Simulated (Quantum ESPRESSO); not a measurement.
# AlCo (Pm-3m) in Quantum ESPRESSO: notebook, part 4 of 4

Quantum ESPRESSO 7.5. Earlier steps stand in the parts before.

## (5) Phonons, LDA, collinear spin, ferromagnetic start

The input, pw.in:

```
&CONTROL
  calculation = 'scf'
  prefix = 'pwscf'
  outdir = './tmp'
  pseudo_dir = './pseudo'
  tprnfor = .true.
  tstress = .true.
  disk_io = 'low'
/
&SYSTEM
  ibrav = 0
  nat = 2
  ntyp = 2
  ecutwfc = 56
  ecutrho = 448
  nbnd = 19
  occupations = 'smearing'
  smearing = 'gaussian'
  degauss = 0.01999163
  nspin = 2
  starting_magnetization(1) = 0.1176
  starting_magnetization(2) = 0
/
&ELECTRONS
  conv_thr = 4d-10
  electron_maxstep = 120
  mixing_beta = 0.3
/
ATOMIC_SPECIES
Co    58.9332 co_lda_v1.2.uspp.F.UPF
Al    26.9815 al_lda_v1.uspp.F.UPF
CELL_PARAMETERS angstrom
   2.8194032100    0.0000000000    0.0000000000
   0.0000000000    2.8194032100    0.0000000000
   0.0000000000    0.0000000000    2.8194032100
ATOMIC_POSITIONS crystal
Co     0.5000000000    0.5000000000    0.5000000000
Al     0.0000000000    0.0000000000    0.0000000000
K_POINTS automatic
9 9 9 0 0 0
```

The input, relax.in:

```
&CONTROL
  calculation = 'vc-relax'
  prefix = 'pwscf'
  outdir = './tmp'
  pseudo_dir = './pseudo'
  tprnfor = .true.
  tstress = .true.
  disk_io = 'low'
  nstep = 40
  forc_conv_thr = 0.0001
  etot_conv_thr = 1d-06
/
&SYSTEM
  ibrav = 0
  nat = 2
  ntyp = 2
  ecutwfc = 56
  ecutrho = 448
  nbnd = 19
  occupations = 'smearing'
  smearing = 'gaussian'
  degauss = 0.01999163
  nspin = 2
  starting_magnetization(1) = 0.1176
  starting_magnetization(2) = 0
/
&ELECTRONS
  conv_thr = 4d-10
  electron_maxstep = 120
  mixing_beta = 0.3
/
&IONS
  ion_dynamics = 'bfgs'
/
&CELL
  cell_dynamics = 'bfgs'
  press = 0
  press_conv_thr = 0.2
/
ATOMIC_SPECIES
Co    58.9332 co_lda_v1.2.uspp.F.UPF
Al    26.9815 al_lda_v1.uspp.F.UPF
CELL_PARAMETERS angstrom
   2.8194032100    0.0000000000    0.0000000000
   0.0000000000    2.8194032100    0.0000000000
   0.0000000000    0.0000000000    2.8194032100
ATOMIC_POSITIONS crystal
Co     0.5000000000    0.5000000000    0.5000000000
Al     0.0000000000    0.0000000000    0.0000000000
K_POINTS automatic
9 9 9 0 0 0
```

The input, scf2.in:

```
&CONTROL
  calculation = 'scf'
  prefix = 'pwscf'
  outdir = './tmp'
  pseudo_dir = './pseudo'
  tprnfor = .true.
  tstress = .true.
  disk_io = 'low'
/
&SYSTEM
  ibrav = 0
  nat = 2
  ntyp = 2
  ecutwfc = 56
  ecutrho = 448
  nbnd = 19
  occupations = 'smearing'
  smearing = 'gaussian'
  degauss = 0.01999163
  nspin = 2
  starting_magnetization(1) = 0.1176
  starting_magnetization(2) = 0
/
&ELECTRONS
  conv_thr = 1d-13
  electron_maxstep = 120
  mixing_beta = 0.3
  startingpot = 'file'
  startingwfc = 'file'
/
ATOMIC_SPECIES
Co    58.9332 co_lda_v1.2.uspp.F.UPF
Al    26.9815 al_lda_v1.uspp.F.UPF
CELL_PARAMETERS angstrom
   2.7945262965    0.0000000000    0.0000000000
   0.0000000000    2.7945262965    0.0000000000
   0.0000000000    0.0000000000    2.7945262965
ATOMIC_POSITIONS crystal
Co     0.5000000000    0.5000000000    0.5000000000
Al     0.0000000000    0.0000000000    0.0000000000
K_POINTS automatic
9 9 9 0 0 0
```

The input, ph.in:

```
phonons of AlCo
&INPUTPH
  prefix = 'pwscf'
  outdir = './tmp'
  tr2_ph = 1d-18
  fildyn = 'dyn'
  niter_ph = 90
  alpha_mix(1) = 0.4
/
0.0000000000 0.0000000000 0.0000000000
```

The input, dynmat.in:

```
&INPUT
  fildyn = 'dyn'
  asr = 'crystal'
  filout = 'dynmat.disp'
  fileig = 'dynmat.eig'
/
```

Potentials or basis: GBRV 1.5 LDA.

Launch:

```
OMP_NUM_THREADS=1 pw.x -in pw.in > pw.out
OMP_NUM_THREADS=1 pw.x -in relax.in > relax.out
OMP_NUM_THREADS=1 pw.x -in scf2.in > scf2.out
OMP_NUM_THREADS=1 ph.x -in ph.in > ph.out
OMP_NUM_THREADS=1 dynmat.x -in dynmat.in > dynmat.out
```

pw.out:

```text
This program is part of the open-source Quantum ESPRESSO suite
     for quantum simulation of materials; please cite
[... 9 lines left out ...]
     --------------------
     sticks:   dense  smooth     PW     G-vecs:    dense   smooth      PW
     Sum        1005     505    161                24207     8601    1503

     Using Slab Decomposition

     bravais-lattice index     =            0
     lattice parameter (alat)  =       5.3279  a.u.
     unit-cell volume          =     151.2405 (a.u.)^3
     number of atoms/cell      =            2
     number of atomic types    =            2
     number of electrons       =        20.00
     number of Kohn-Sham states=           19
     kinetic-energy cutoff     =      56.0000  Ry
     charge density cutoff     =     448.0000  Ry
     scf convergence threshold =      4.0E-10
     mixing beta               =       0.3000
     number of iterations used =            8  plain     mixing
     Exchange-correlation= SLA  PZ   NOGX NOGC
                           (   1   1   0   0   0   0   0)

     celldm(1)=   5.327900  celldm(2)=   0.000000  celldm(3)=   0.000000
     celldm(4)=   0.000000  celldm(5)=   0.000000  celldm(6)=   0.000000

     crystal axes: (cart. coord. in units of alat)
               a(1) = (   1.000000   0.000000   0.000000 )
               a(2) = (   0.000000   1.000000   0.000000 )
               a(3) = (   0.000000   0.000000   1.000000 )

     reciprocal axes: (cart. coord. in units 2 pi/alat)
               b(1) = (  1.000000  0.000000  0.000000 )
               b(2) = (  0.000000  1.000000  0.000000 )
               b(3) = (  0.000000  0.000000  1.000000 )

     PseudoPot. # 1 for Co read from file:
     co_lda_v1.2.uspp.F.UPF
     Pseudo is Ultrasoft + core correction, Zval = 17.0
     Generated by new atomic code, or converted to UPF format
     Using radial grid of  863 points,  6 beta functions with:
                l(1) =   0
                l(2) =   0
                l(3) =   1
                l(4) =   1
                l(5) =   2
                l(6) =   2
     Q(r) pseudized with  8 coefficients,  rinner =    1.200   1.200   1.200
                                                       1.200   1.200

     PseudoPot. # 2 for Al read from file:
     al_lda_v1.uspp.F.UPF
     Pseudo is Ultrasoft + core correction, Zval =  3.0
     Generated by new atomic code, or converted to UPF format
     Using radial grid of  893 points,  3 beta functions with:
                l(1) =   0
                l(2) =   1
                l(3) =   2
     Q(r) pseudized with  8 coefficients,  rinner =    0.900   0.900   0.900
                                                       0.900   0.900

     atomic species   valence    mass     pseudopotential
     Co               17.00    58.93320     Co( 1.00)
     Al                3.00    26.98150     Al( 1.00)

     Starting magnetic structure
     atomic species   magnetization
     Co              0.118
     Al              0.000

     48 Sym. Ops., with inversion, found

   Cartesian axes

     site n.     atom                  positions (alat units)
         1        Co     tau(   1) = (   0.5000000   0.5000000   0.5000000  )
         2        Al     tau(   2) = (   0.0000000   0.0000000   0.0000000  )

     number of k points=    35  Gaussian smearing, width (Ry)=  0.0200
                       cart. coord. in units 2pi/alat
        k(    1) = (   0.0000000   0.0000000   0.0000000), wk =   0.0013717
        k(    2) = (   0.0000000   0.0000000   0.1111111), wk =   0.0082305
        k(    3) = (   0.0000000   0.0000000   0.2222222), wk =   0.0082305
        k(    4) = (   0.0000000   0.0000000   0.3333333), wk =   0.0082305
        k(    5) = (   0.0000000   0.0000000   0.4444444), wk =   0.0082305
        k(    6) = (   0.0000000   0.1111111   0.1111111), wk =   0.0164609
[... 27 lines left out ...]
        k(   34) = (   0.3333333   0.4444444   0.4444444), wk =   0.0329218
        k(   35) = (   0.4444444   0.4444444   0.4444444), wk =   0.0109739

     Dense  grid:    24207 G-vectors     FFT dimensions: (  36,  36,  36)

     Smooth grid:     8601 G-vectors     FFT dimensions: (  25,  25,  25)

     Check: negative core charge=   -0.000014
     Generating pointlists ...
     new r_m :   0.3572 (alat units)  1.9033 (a.u.) for type    1
     new r_m :   0.3572 (alat units)  1.9033 (a.u.) for type    2

     Initial potential from superposition of free atoms

     starting charge      18.9978, renormalised to      20.0000
     Starting wfcs are   17 randomized atomic wfcs +    2 random wfcs

     Self-consistent Calculation

     iteration #  1     ecut=    56.00 Ry     beta= 0.30
     Davidson diagonalization with overlap
     ethr =  1.00E-02,  avg # of iterations =  5.6

     total energy              =    -299.66522118 Ry
     estimated scf accuracy    <      16.22068100 Ry

     total magnetization       =     0.28 Bohr mag/cell
     absolute magnetization    =     0.57 Bohr mag/cell

     iteration #  2     ecut=    56.00 Ry     beta= 0.30
     Davidson diagonalization with overlap
     ethr =  1.00E-02,  avg # of iterations =  3.0

     total energy              =    -304.28212231 Ry
     estimated scf accuracy    <      11.28207893 Ry

     total magnetization       =     0.04 Bohr mag/cell
     absolute magnetization    =     0.12 Bohr mag/cell
[... 151 lines left out ...]
     iteration # 18     ecut=    56.00 Ry     beta= 0.30
     Davidson diagonalization with overlap
     ethr =  2.62E-12,  avg # of iterations =  2.0

     total energy              =    -305.08432502 Ry
     estimated scf accuracy    <          5.3E-10 Ry

     total magnetization       =    -0.00 Bohr mag/cell
     absolute magnetization    =     0.00 Bohr mag/cell

     iteration # 19     ecut=    56.00 Ry     beta= 0.30
     Davidson diagonalization with overlap
     ethr =  2.62E-12,  avg # of iterations =  2.0

     Magnetic moment per site  (integrated on atomic sphere of radius R)
     atom   1 (R=0.357)  charge= 15.6813  magn=  0.0000
     atom   2 (R=0.357)  charge=  1.2510  magn= -0.0000

     End of self-consistent calculation

 ------ SPIN UP ------------

          k = 0.0000 0.0000 0.0000 (  1045 PWs)   bands (ev):

   -79.4260 -43.1369 -43.1369 -43.1369   3.2548  11.4462  11.4462  13.7066
    13.7066  13.7066  20.6001  20.6001  20.6001  23.5596  23.5596  29.7810
    36.3588  36.3588  36.3588

          k = 0.0000 0.0000 0.1111 (  1061 PWs)   bands (ev):

   -79.4255 -43.1428 -43.1364 -43.1364   3.4942  11.4189  11.5114  13.5766
    13.5766  13.7202  18.8523  20.9326  20.9326  23.5179  25.1092  30.5499
    34.3180  34.3180  36.3540

          k = 0.0000 0.0000 0.2222 (  1069 PWs)   bands (ev):

   -79.4244 -43.1578 -43.1352 -43.1352   4.2019  11.1630  11.6821  13.2775
    13.2775  13.7547  16.5918  21.8434  21.8434  23.3999  26.8017  31.6099
    31.6099  32.9276  33.9661
[... 181 lines left out ...]
          k = 0.3333 0.4444 0.4444 (  1058 PWs)   bands (ev):

   -79.4160 -43.1768 -43.1767 -43.1650   9.9188  10.7132  10.7202  13.3269
    14.0981  14.8858  15.9718  17.5767  18.9408  20.8936  22.2084  22.6739
    26.4406  39.0586  41.3315

          k = 0.4444 0.4444 0.4444 (  1070 PWs)   bands (ev):

   -79.4152 -43.1757 -43.1756 -43.1756  10.2802  10.5420  10.5420  14.1505
    14.1505  15.8470  17.0686  17.0686  18.8087  20.4581  20.4581  21.2187
    24.6642  41.8759  41.8759

 ------ SPIN DOWN ----------

          k = 0.0000 0.0000 0.0000 (  1045 PWs)   bands (ev):

   -79.4260 -43.1369 -43.1369 -43.1369   3.2548  11.4463  11.4463  13.7066
    13.7066  13.7066  20.6001  20.6001  20.6001  23.5596  23.5596  29.7810
    36.3588  36.3588  36.3588

          k = 0.0000 0.0000 0.1111 (  1061 PWs)   bands (ev):

   -79.4255 -43.1428 -43.1364 -43.1364   3.4942  11.4189  11.5114  13.5766
    13.5766  13.7202  18.8523  20.9326  20.9326  23.5179  25.1092  30.5499
    34.3180  34.3180  36.3553

          k = 0.0000 0.0000 0.2222 (  1069 PWs)   bands (ev):

   -79.4244 -43.1578 -43.1352 -43.1352   4.2020  11.1630  11.6821  13.2775
    13.2775  13.7547  16.5918  21.8434  21.8434  23.3999  26.8017  31.6099
    31.6099  32.9276  33.9661
[... 181 lines left out ...]
          k = 0.3333 0.4444 0.4444 (  1058 PWs)   bands (ev):

   -79.4160 -43.1768 -43.1767 -43.1650   9.9188  10.7132  10.7202  13.3269
    14.0981  14.8858  15.9718  17.5767  18.9408  20.8936  22.2084  22.6739
    26.4406  39.0586  41.3315

          k = 0.4444 0.4444 0.4444 (  1070 PWs)   bands (ev):

   -79.4152 -43.1757 -43.1756 -43.1756  10.2802  10.5420  10.5420  14.1505
    14.1505  15.8470  17.0686  17.0686  18.8087  20.4581  20.4581  21.2187
    24.6642  41.8759  41.8759

     the Fermi energy is    14.5114 ev

!    total energy              =    -305.08432502 Ry
     estimated scf accuracy    <          1.3E-11 Ry
     smearing contrib. (-TS)   =      -0.00197750 Ry
     internal energy E=F+TS    =    -305.08234752 Ry

     The total energy is F=E-TS. E is the sum of the following terms:
     one-electron contribution =    -210.62192908 Ry
     hartree contribution      =     116.28963007 Ry
     xc contribution           =     -36.70171147 Ry
     ewald contribution        =    -174.04833704 Ry

     total magnetization       =     0.00 Bohr mag/cell
     absolute magnetization    =     0.00 Bohr mag/cell

     convergence has been achieved in  19 iterations

     Forces acting on atoms (cartesian axes, Ry/au):

     atom    1 type  1   force =     0.00000000    0.00000000    0.00000000
     atom    2 type  2   force =     0.00000000    0.00000000    0.00000000

     Total force =     0.000000     Total SCF correction =     0.000000

     Computing stress (Cartesian axis) and pressure

          total   stress  (Ry/bohr**3)                   (kbar)     P=      -52.39
  -0.00035613   0.00000000   0.00000000          -52.39        0.00        0.00
   0.00000000  -0.00035613   0.00000000            0.00      -52.39        0.00
   0.00000000   0.00000000  -0.00035613            0.00        0.00      -52.39

=------------------------------------------------------------------------------=
   JOB DONE.
=------------------------------------------------------------------------------=
```

Wall time 4.4 min (1 thread of Intel Xeon Platinum 8488C (Sapphire Rapids), shared host); peak memory 0.16 GiB.

What came out:

* Free energy: -4150.8932 eV
* Relaxed volume: 10.91 Å³/atom
* Relaxed cell: a = 2.795 Å, b = 2.795 Å, c = 2.795 Å, α = 90.00°, β = 90.00°, γ = 90.00°
* Space group after relaxing (to 0.05 Å): Pm-3m (No. 221)
* Pressure after relaxing: 0.0 GPa
* Band gap on the k mesh: none (metal or under the smearing width)
* Net moment: 0.00 μB per cell
* Absolute moment: 0.00 μB per cell
* Valence electrons inside the program's atomic spheres: Co 15.68; Al 1.25
* Highest phonon frequency at Γ: 347 cm⁻¹

The path:
| step | energy change (eV) | largest force (eV/Å) | pressure (GPa) | volume (Å³) |
| --- | --- | --- | --- | --- |
| 1 | 0.0000 | 0.0000 | -5.24 | 22.41 |
| 2 | -0.0097 | 0.0000 | 0.07 | 21.82 |
| 3 | -0.0097 | 0.0000 | -0.03 | 21.83 |
| 4 | -0.0097 | 0.0000 | 0.00 | 21.82 |
| 5 | -0.0097 | 0.0000 | 0.00 | 21.82 |

Final structure:
```cif
data_structure
_symmetry_space_group_name_H-M 'P 1'
_symmetry_Int_Tables_number 1
_cell_length_a 2.7945
_cell_length_b 2.7945
_cell_length_c 2.7945
_cell_angle_alpha 90.000
_cell_angle_beta 90.000
_cell_angle_gamma 90.000
_cell_volume 21.82
loop_
_atom_site_label
_atom_site_type_symbol
_atom_site_fract_x
_atom_site_fract_y
_atom_site_fract_z
_atom_site_occupancy
Co1 Co 0.50000 0.50000 0.50000 1
Al1 Al 0.00000 0.00000 0.00000 1
```

Levels at points of the mesh, in eV from the Fermi level:
Spin up:
| k point | band 6 | band 7 | band 8 | band 9 | band 10 | band 11 | band 12 | band 13 | band 14 | band 15 |
| --- | --- | --- | --- | --- | --- | --- | --- | --- | --- | --- |
| (0.00, 0.00, 0.00) | -3.20 | -3.20 | -0.84 | -0.84 | -0.84 | 6.22 | 6.22 | 6.22 | 9.15 | 9.15 |
Spin down:
```tsv
k point	band 8	band 9	band 10	band 11	band 12	band 13
(0.00, 0.00, 0.00)	-0.84	-0.84	-0.84	6.22	6.22	6.22
```

Phonon frequencies in cm⁻¹ (negative: imaginary):
| q point | frequencies |
| --- | --- |
| (0.000, 0.000, 0.000) | -7 -7 -7 347 347 347 |

Optical modes at Γ, degenerate ones joined:
```tsv
cm⁻¹	components	symmetry	active in
347	3	T1u	IR
```

Caveat: the mesh is thin for the phonons of a metal; the starting moments collapsed, and a magnetic state may lie lower.
